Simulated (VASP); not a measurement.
Wanted: the native input for a VASP 6.6.1 run.

* Task: single point
* Functional: PBE
* Potentials or basis: VASP PAW PBE potentials, release 64 (O, C)
* Cutoff: 520 eV
* k mesh: 11 × 11 × 11
* Occupations: methfessel-paxton, width 0.0314 eV
* Spin: no spin polarisation
* Dipole correction: no
* Further INCAR settings: ALGO = Normal; EDIFF = 1e-07; NBANDS = 12

The structure of CO lies in POSCAR:

```
CO
1.0
    0.0000000000      1.9679420000      1.9679420000
    1.9679420000      0.0000000000      1.9679420000
    1.9679420000      1.9679420000      0.0000000000
O C
1 1
Direct
    0.5000000000      0.5000000000      0.5000000000
    0.0000000000      0.0000000000      0.0000000000
```

The cell was built by a generator and needn't be a form met in nature.

One way to write it, as run:

INCAR

```
SYSTEM = CO
ALGO = Normal
EDIFF = 1E-7
ENCUT = 520
GGA = PE
ISIF = 2
ISMEAR = 1
LASPH = .TRUE.
LCHARG = .FALSE.
LREAL = .FALSE.
LWAVE = .FALSE.
NBANDS = 12
NELM = 100
PREC = Accurate
SIGMA = 0.0314
```

KPOINTS

```
k-points
0
G
  11 11 11
  0 0 0
```

Potentials or basis: VASP PAW PBE potentials, release 64 (O, C).

Command:

```sh
$ cat potpaw_PBE.64/O/POTCAR potpaw_PBE.64/C/POTCAR > POTCAR
$ mpirun -np 1 vasp_std > vasp.out
```

Results of the run:

The pressure is 5.4 GPa. The band gap on the k mesh is 0.19 eV, direct.

Caveat: an odd mesh through Γ misses points on the zone boundary, where band edges often lie.

Run time: 4.6 s on 1 thread of Intel(R) Xeon(R) 6975P-C (Granite Rapids) (shared host), peak memory 0.13 GiB.
